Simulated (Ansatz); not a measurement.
Runs of Ansatz 0.2.0 on TiO2. The structure is tetragonal, space group I4/m (No. 87). Conventional cell: a = 8.702 Å, b = 8.702 Å, c = 3.775 Å, α = 90.00°, β = 90.00°, γ = 90.00°. Ti (site symmetry m) is surrounded by 4 O at 1.80 to 1.95 Å. O (site symmetry m) is surrounded by 3 Ti at 1.95 to 2.21 Å. O (site symmetry m) is surrounded by 2 Ti at 1.80 to 1.81 Å. Measurements of this composition are mostly on another form, of space group No. 141.

```csv
task,level,cell,k mesh,target pressure (GPa),points for each segment of the path,gap on the mesh (eV),pressure (GPa),largest force (eV/Å)
relaxation of cell and atoms,RPBE,relaxed,8 × 8 × 8,-,-,2.34,0.0,-
relaxation of cell and atoms,PBE,relaxed to 30 GPa,6 × 6 × 6,30,-,2.44,30.0,-
single point,PBE,as given,6 × 6 × 6,-,-,1.64,3.2,0.19
band structure,PBE,as given,6 × 6 × 6,-,10,1.64,3.2,0.19
band structure,revPBE,as given,8 × 8 × 8,-,10,(a),6.4,0.19
```

Alike in all rows: potentials or basis Ansatz PAW; no spin polarisation; cutoff (eV) 420; smearing fermi-dirac 0.05 eV.

**Question.** Estimate the missing entries.

**Answer.** (a) 1.68.

Caveats: the plane-wave basis is chosen anew once the cell has moved, so the energies of steps on either side of that aren't comparable (some runs); the PAW data sets come from PBE, with cores solved anew for the run's functional, which leaves a small shift of forces and pressure (some runs).

A k mesh can miss the band edges.
